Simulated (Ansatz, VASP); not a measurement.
PbS: VASP beside Ansatz

```
Pb S
1.0
     4.08970    0.00000    0.00000
    -2.04485    3.54178    0.00000
     0.00000    0.00000    3.78817
Pb S
1 1
Cartesian
  0.0000 0.0000 0.0000
  2.0448 1.1806 1.8941
```

Measurements of this composition are mostly on another form, of space group No. 225.

Alike in both runs: task single point; functional PBE; k mesh 8 × 8 × 7; occupations fermi-dirac, width 0.05 eV; no spin polarisation.

```csv
,VASP,Ansatz
version,VASP 6.6.1,Ansatz 0.2.0
potentials or method,"VASP PAW PBE potentials, release 64 (Pb_d, S)",Ansatz PAW
plane-wave cutoff (eV),520,420
valence electrons in the cell,20,20
```

|  | VASP | Ansatz | Ansatz less VASP |
| --- | --- | --- | --- |
| gap on the k mesh at the Fermi level (eV) | 0.21 | 0.21 | -0.004 |
| least direct gap on the mesh (eV) | 1.65 | 1.64 | -0.004 |
| pressure (GPa) | 0.0 | 0.0 | +0.07 |

With one functional, cell and mesh, what is left measures potentials, basis and numerics.

Caveats: spin-orbit coupling is left out, which as a rule narrows the gap of such compounds by several tenths of an eV; an odd mesh through Γ misses points on the zone boundary, where band edges often lie (VASP); odd divisions of the mesh miss points on the zone boundary, where band edges often lie, so the gap on the mesh can be too wide (Ansatz).
